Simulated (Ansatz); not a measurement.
# Al2Pt (Fm-3m) in Ansatz: notebook

The runs below take Al2Pt through single point, equation of state, with LDA.

All numbers are computed with Ansatz 0.2.0; they aren't measurements. Logs are shortened: lines on timing, memory, paths and dates and some standing lists are left out, and cuts for length are marked.

### Step 1. The crystal as given

It takes space group Fm-3m (No. 225, cubic). Conventional cell: a = 5.910 Å, b = 5.910 Å, c = 5.910 Å, α = 90.00°, β = 90.00°, γ = 90.00°. Pt (site symmetry m-3m) is surrounded by 8 Al at 2.56 Å. Al (site symmetry -43m) is surrounded by 4 Pt at 2.56 Å.

### Step 2. Single point, LDA, 16.17 Å³/atom (volume scaled by 0.94)

Input file input.yaml:

```yaml
crystal:
  lattice:
    - [0.0, 2.8946769513, 2.8946769513]
    - [2.8946769513, 0.0, 2.8946769513]
    - [2.8946769513, 2.8946769513, 0.0]
  atoms:
    - { symbol: Pt, position: [0.0, 0.0, 0.0] }
    - { symbol: Al, position: [0.75, 0.75, 0.75] }
    - { symbol: Al, position: [0.25, 0.25, 0.25] }
kpoints:
  mp_grid: { grid: [8, 8, 8] }
scf:
  occupations: { method: fermi_dirac, width: 0.05 }
hamiltonian:
  xc: lda
  pseudopotentials: { kind: all_electron, lapw: { basis_error: 0.002 } }
output:
  forces: true
  stress: true
  eigenvalues: true
```

Potentials or basis: all-electron LAPW, scalar-relativistic.

The run is started by

```sh
$ ansatz run input.yaml --threads 2 --pin off --max-ram 8192MiB --backend cpu --events-out ev --progress --plain --runs-dir out
```

The program printed:

```text
Warning: RAYON_NUM_THREADS=2 ignored (pool sized by the plan → 2); use --threads N
LAPW: plane waves up to 8.082 Å⁻¹, error target 2.0e-3 eV per atom; small_component_spin mean_spin; Al in spheres of 1.116 Å, 11 of its electrons in bands, Dirac shells []; Pt in spheres of 1.391 Å, 42 of its electrons in bands, Dirac shells [] (how accurate: hamiltonian.pseudopotentials.lapw.basis_error, Limitations)
Engine: ansatz 0.2.0, aarch64-unknown-linux-gnu
Pseudopotentials: kind: all_electron
Pseudopotential: Pt, LAPW, valence charge 42, lapw/all_electron/scalar/gaussian/Pt, Koelling and Harmon's equation, gaussian nucleus
Pseudopotential: Al, LAPW, valence charge 11, lapw/all_electron/scalar/gaussian/Al, Koelling and Harmon's equation, gaussian nucleus
Functional definition: SPW92
  exchange = slater_x
  correlation = pw_c
Crystal: 3 atoms, lattice volume = 48.510 Å³
Basis set: ecut = 248.88097130704006 eV, 411 PW (Γ), exchange–correlation at level 2
Bands: 39, of which v1, the nominal top of the filled ones, is band 32 counted from 1 (31 counted from 0)
Symmetry: 48 space group operations
Space group: Fm-3m (ITA 225), of the structure as read, at distance tolerance 3.6e-5 Å
k-points: 29 of 512
Non-local potential: Pt, projectors of the file, none
Non-local potential: Al, projectors of the file, none
Initial density: superposition of atomic densities (chi_scale 0.1, normalization cell, long waves kept (reshape's long-wave potential 0.00 eV rms))
Initial wavefunctions: plane waves of lowest kinetic energy (no species holds an atomic orbital)
Functional: x = slater, c = lda
iter 1 solved again at ethr=3.50e-4 eV; its pass at ethr=1.00e-1 eV (dr2=2.24e-1 eV) is discarded
SCF iter   1: F=—  HF=-513848.696111 eV  |F-HF|=—  |Δ(HF+E_count)|=         —  Δρ=2.87e-2  dr2=2.25e-1  ethr=3.50e-4  ⟨swp⟩=2.6  Hψ=7286  notcnv=0
preconditioner: auto → LDOS  [metal: Δε(μ)=0.138 eV  Ē_g=10.383 eV  σ=0.050 eV  W_gap=0.49  n_scr=14 (ndim 8)  ℏωp=21.3 eV  f_vac=0.023  D(μ)=1.92/eV (n_scr^D=14)  β→1.0]
SCF iter   2: F=—  HF=-513848.527239 eV  |F-HF|=—  |Δ(HF+E_count)|=   1.69e-1  Δρ=7.97e-3  dr2=4.59e-2  ethr=3.50e-4  ⟨swp⟩=2.9  Hψ=3458  notcnv=0
SCF iter   3: F=—  HF=-513848.125871 eV  |F-HF|=—  |Δ(HF+E_count)|=   4.01e-1  Δρ=4.23e-3  dr2=5.28e-3  ethr=7.17e-5  ⟨swp⟩=3.0  Hψ=3487  notcnv=0
SCF iter   4: F=—  HF=-513848.109454 eV  |F-HF|=—  |Δ(HF+E_count)|=   1.64e-2  Δρ=1.65e-3  dr2=8.79e-4  ethr=8.26e-6  ⟨swp⟩=2.0  Hψ=3140  notcnv=0  defer=1
iter 5 solved again at ethr=7.95e-8 eV; its pass at ethr=1.37e-6 eV (dr2=5.09e-5 eV) is discarded
SCF iter   5: F=—  HF=-513848.108847 eV  |F-HF|=—  |Δ(HF+E_count)|=   6.07e-4  Δρ=3.81e-4  dr2=5.08e-5  ethr=7.95e-8  ⟨swp⟩=2.0  Hψ=5429  notcnv=0
SCF iter   6: F=—  HF=-513848.108854 eV  |F-HF|=—  |Δ(HF+E_count)|=   6.95e-6  Δρ=4.63e-5  dr2=7.65e-7  ethr=7.93e-8  ⟨swp⟩=2.0  Hψ=3138  notcnv=0
SCF iter   7: F=-513848.108854 eV  HF=-513848.108854 eV  |F-HF|=7.64e-8  |Δ(HF+E_count)|=   3.25e-7  Δρ=9.76e-6  dr2=3.38e-8  ethr=1.20e-9  ⟨swp⟩=2.0  Hψ=3139  notcnv=0
SCF 1 converged in 7 iterations: F = -513848.108854 eV  dr2 = 3.38e-8
SCF converged after 7 iterations
Free energy (F): -513848.108854 eV
Harris-Foulkes:  -513848.108854 eV  (|F-HF|=7.64e-8)
Internal energy: -513848.096923 eV  (E = F + TS)
E sigma→0 (E₀):  -513848.102888 eV
Entropy (-TS):   -0.011931 eV (-3.977 meV/atom)
Fermi energy:    15.062633 eV
--- Per-component energies (eV) ---
  E_band       = -4787.591466
  E_kinetic    = 581606.574144
  E_xc         = -10379.937425
  E_electrostatic = -1085074.733642  (all electrons and nuclei)
  E_smearing   = -0.011931  (= −TS)
  E_closure    = 0.000000  (closes the sum)
  E_atoms      = -513829.505788  (free atoms, spherical and without spin; not in F)
  Σ components = -513848.108854   (vs F -513848.108854, Δ=0.00e0)
  Basis errors (estimates in eV, not in F): energy 7.4e-4 per atom: plane waves 6.9e-4 (3.9e-4 summed), levels above the bands 1.4e-59, relativity 6.8e-9, radial functions 4.7e-5, core shells 9.6e-8; eigenvalues (radial functions only) 2.5e-6; not estimated: angular momenta, meshes, grids; target (lapw.basis_error) 2.0e-3; muffin-tin radii Al 1.116 Å, Pt 1.391 Å
--- Forces (eV/Å), atoms counted from 1 ---
  atom   1  Pt     0.00000000    -0.00000000     0.00000000
  atom   2  Al     0.00000000     0.00000000     0.00000000
  atom   3  Al     0.00000000     0.00000000     0.00000000
  max |Σ_I F_I| component: 2.86e-18 eV/Å
--- Stress (GPa, compression-positive) ---
        5.161788       0.000000       0.000000
        0.000000       5.161788      -0.000000
        0.000000      -0.000000       5.161788
  P = ⅓ Tr σ = 5.1618 GPa (51.618 kbar)
--- Band table (eV; the first three rows and the last of 29) ---
  k-point 0: bands = ["-288.3707", "-288.3707", "-288.3707", "-288.3472", "-288.3472", "-87.0876", "-87.0849", "-84.0367", "-52.6001", "-52.5817", "-52.5817", "-52.5817", "-52.5679", "-52.5679", "-52.5679", "-49.2919", "-49.2919", "-49.2919", "-49.2833", "-49.2833", "-49.2833", "-38.1955", "-38.1955", "-38.1955", "4.4145", "9.6863", "9.6863", "9.6863", "11.1171", "11.1171", "18.3727", "18.9596", "18.9596", "18.9596", "20.8511", "20.8511", "20.8511", "21.6014", "21.6014"]
  k-point 1: bands = ["-288.3707", "-288.3707", "-288.3707", "-288.3472", "-288.3472", "-87.0875", "-87.0850", "-84.0368", "-52.6001", "-52.5817", "-52.5817", "-52.5817", "-52.5679", "-52.5679", "-52.5679", "-49.2916", "-49.2916", "-49.2916", "-49.2837", "-49.2837", "-49.2836", "-38.1960", "-38.1955", "-38.1955", "4.6399", "9.5644", "9.7607", "9.7607", "11.0927", "11.0927", "16.8026", "18.4485", "18.4485", "18.6798", "21.1442", "21.2323", "21.2323", "21.4419", "21.4419"]
  k-point 2: bands = ["-288.3707", "-288.3707", "-288.3707", "-288.3472", "-288.3472", "-87.0872", "-87.0853", "-84.0368", "-52.6001", "-52.5817", "-52.5817", "-52.5817", "-52.5679", "-52.5679", "-52.5679", "-49.2908", "-49.2907", "-49.2907", "-49.2846", "-49.2846", "-49.2844", "-38.1973", "-38.1957", "-38.1957", "5.2872", "9.2801", "9.9152", "9.9152", "11.0998", "11.0998", "14.1620", "17.4418", "17.4418", "19.0817", "20.7497", "20.7973", "20.7973", "22.6725", "22.6725"]
  k-point 28: bands = ["-288.3707", "-288.3707", "-288.3707", "-288.3472", "-288.3472", "-87.0862", "-87.0862", "-84.0369", "-52.6001", "-52.5817", "-52.5817", "-52.5817", "-52.5679", "-52.5679", "-52.5679", "-49.2938", "-49.2932", "-49.2878", "-49.2878", "-49.2819", "-49.2818", "-38.1980", "-38.1980", "-38.1964", "8.7791", "8.7791", "9.4136", "9.6285", "11.0438", "11.6105", "12.1673", "12.1673", "14.1690", "20.5432", "20.5432", "21.3661", "21.6043", "25.4265", "27.4460"]
```

Wall time 7 s (2 threads of Arm Neoverse V1, shared host); peak memory 0.34 GiB.

Results:

```
Free energy            : -513848.1089 eV
Pressure               : 5.2 GPa
Band gap on the k mesh : none (metal or under the smearing width)
```

### Step 3. Single point, LDA, 16.51 Å³/atom (volume scaled by 0.96)

Edit input.yaml of step 2 so:

```diff
@@ -2,5 +2,5 @@
   lattice:
-    - [0.0, 2.8946769513, 2.8946769513]
-    - [2.8946769513, 0.0, 2.8946769513]
-    - [2.8946769513, 2.8946769513, 0.0]
+    - [0.0, 2.9150626719, 2.9150626719]
+    - [2.9150626719, 0.0, 2.9150626719]
+    - [2.9150626719, 2.9150626719, 0.0]
   atoms:
```

Potentials or basis: all-electron LAPW, scalar-relativistic.

The run is started by

```sh
$ ansatz run input.yaml --threads 2 --pin off --max-ram 8192MiB --backend cpu --events-out ev --progress --plain --runs-dir out
```

It took 7 s on 2 threads of Arm Neoverse V1, shared host; peak memory 0.33 GiB.

Results (log left out):

| Quantity | Value |
| --- | --- |
| Free energy | -513848.1311 eV |
| Pressure | 1.8 GPa |
| Band gap on the k mesh | none (metal or under the smearing width) |

### Step 4. Single point, LDA, 16.86 Å³/atom (volume scaled by 0.98)

Edit input.yaml of step 3 so:

```diff
@@ -2,5 +2,5 @@
   lattice:
-    - [0.0, 2.9150626719, 2.9150626719]
-    - [2.9150626719, 0.0, 2.9150626719]
-    - [2.9150626719, 2.9150626719, 0.0]
+    - [0.0, 2.9351671877, 2.9351671877]
+    - [2.9351671877, 0.0, 2.9351671877]
+    - [2.9351671877, 2.9351671877, 0.0]
   atoms:
```

The run is started by

```sh
$ ansatz run input.yaml --threads 2 --pin off --max-ram 8192MiB --backend cpu --events-out ev --progress --plain --runs-dir out
```

It took 7 s on 2 threads of Arm Neoverse V1, shared host; peak memory 0.33 GiB.

The run converged. Its results:

* Free energy: -513848.1328 eV
* Pressure: -1.2 GPa
* Band gap on the k mesh: none (metal or under the smearing width)

### Step 5. Single point, LDA, 17.20 Å³/atom

Edit input.yaml of step 4 so:

```diff
@@ -2,5 +2,5 @@
   lattice:
-    - [0.0, 2.9351671877, 2.9351671877]
-    - [2.9351671877, 0.0, 2.9351671877]
-    - [2.9351671877, 2.9351671877, 0.0]
+    - [0.0, 2.955, 2.955]
+    - [2.955, 0.0, 2.955]
+    - [2.955, 2.955, 0.0]
   atoms:
```

The run is started by

```sh
$ ansatz run input.yaml --threads 2 --pin off --max-ram 8192MiB --backend cpu --events-out ev --progress --plain --runs-dir out
```

It took 7 s on 2 threads of Arm Neoverse V1, shared host; peak memory 0.33 GiB.

It converged, with:

```yaml
Free_energy: -513848.1160 eV
Pressure: -3.9 GPa
Band_gap_on_the_k_mesh: none (metal or under the smearing width)
```

### Step 6. Single point, LDA, 17.55 Å³/atom (volume scaled by 1.02)

Edit input.yaml of step 5 so:

```diff
@@ -2,5 +2,5 @@
   lattice:
-    - [0.0, 2.955, 2.955]
-    - [2.955, 0.0, 2.955]
-    - [2.955, 2.955, 0.0]
+    - [0.0, 2.9745701068, 2.9745701068]
+    - [2.9745701068, 0.0, 2.9745701068]
+    - [2.9745701068, 2.9745701068, 0.0]
   atoms:
```

Potentials or basis: all-electron LAPW, scalar-relativistic.

The run is started by

```sh
$ ansatz run input.yaml --threads 2 --pin off --max-ram 8192MiB --backend cpu --events-out ev --progress --plain --runs-dir out
```

It took 6.9 s on 2 threads of Arm Neoverse V1, shared host; peak memory 0.33 GiB.

Results (log left out):

| Item | Value |
| --- | --- |
| Free energy | -513848.0829 eV |
| Pressure | -6.3 GPa |
| Band gap on the k mesh | none (metal or under the smearing width) |

### Step 7. Single point, LDA, 17.89 Å³/atom (volume scaled by 1.04)

Edit input.yaml of step 6 so:

```diff
@@ -2,5 +2,5 @@
   lattice:
-    - [0.0, 2.9745701068, 2.9745701068]
-    - [2.9745701068, 0.0, 2.9745701068]
-    - [2.9745701068, 2.9745701068, 0.0]
+    - [0.0, 2.9938860383, 2.9938860383]
+    - [2.9938860383, 0.0, 2.9938860383]
+    - [2.9938860383, 2.9938860383, 0.0]
   atoms:
```

The run is started by

```sh
$ ansatz run input.yaml --threads 2 --pin off --max-ram 8192MiB --backend cpu --events-out ev --progress --plain --runs-dir out
```

Wall time 7 s (2 threads of Arm Neoverse V1, shared host); peak memory 0.33 GiB.

Results (log left out):

* Free energy: -513848.0351 eV
* Pressure: -8.5 GPa
* Band gap on the k mesh: none (metal or under the smearing width)

### Step 8. Single point, LDA, 18.23 Å³/atom (volume scaled by 1.06)

Edit input.yaml of step 7 so:

```diff
@@ -2,5 +2,5 @@
   lattice:
-    - [0.0, 2.9938860383, 2.9938860383]
-    - [2.9938860383, 0.0, 2.9938860383]
-    - [2.9938860383, 2.9938860383, 0.0]
+    - [0.0, 3.0129558903, 3.0129558903]
+    - [3.0129558903, 0.0, 3.0129558903]
+    - [3.0129558903, 3.0129558903, 0.0]
   atoms:
```

The run is started by

```sh
$ ansatz run input.yaml --threads 2 --pin off --max-ram 8192MiB --backend cpu --events-out ev --progress --plain --runs-dir out
```

Run time: 6.9 s. Hardware: 2 threads of Arm Neoverse V1, shared host; peak memory 0.33 GiB.

Results (log left out):

```
Free energy            : -513847.9743 eV
Pressure               : -10.4 GPa
Band gap on the k mesh : none (metal or under the smearing width)
```

### Step 9. Equation of state, LDA

Potentials or basis: all-electron LAPW, scalar-relativistic.

No new run: the results of the series are fitted here.

What came out:

```yaml
Equilibrium_volume: 16.71 Å³/atom
Bulk_modulus: 145 GPa
Pressure_derivative_of_the_bulk_modulus: 4.5
```

Energy against volume, from the lowest point:
```
volume (Å³/atom)  energy (meV/atom)
          16.170               7.97
          16.514               0.55
          16.858               0.00
          17.202               5.58
          17.546              16.62
          17.890              32.54
          18.234              52.82
```

Spin-orbit coupling is left out, which matters for the levels of Pt. LDA usually gives volumes a few per cent too small.
